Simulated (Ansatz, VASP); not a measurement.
## One calculation of Ge, two programs

```
Ge
1.0
     2.69387    0.00000    0.00000
     0.00000    2.69387    0.00000
     0.00000    0.00000    2.69387
Ge
1
Direct
  0.00000 0.00000 0.00000
```

Change from the starting cell: volume scaled by 0.98, PAW files.

Alike in both runs: task electric field gradients; functional PBE; k mesh 13 × 13 × 13; occupations fermi-dirac, width 0.05 eV; no spin polarisation.

```csv
,VASP,Ansatz
version,VASP 6.6.1,Ansatz 0.2.0
potentials or method,"VASP PAW PBE potentials, release 64 (Ge_d)","PAW with Ansatz's default frozen-core files, scalar-relativistic"
plane-wave cutoff (eV),520,420
valence electrons in the cell,14,14
```

```csv
,VASP,Ansatz,Ansatz less VASP
pressure (GPa),1.5,1.4,-0.04
Vzz of the field gradient on the site that differs most (V/Å²),0.0,0.0,0.00
```
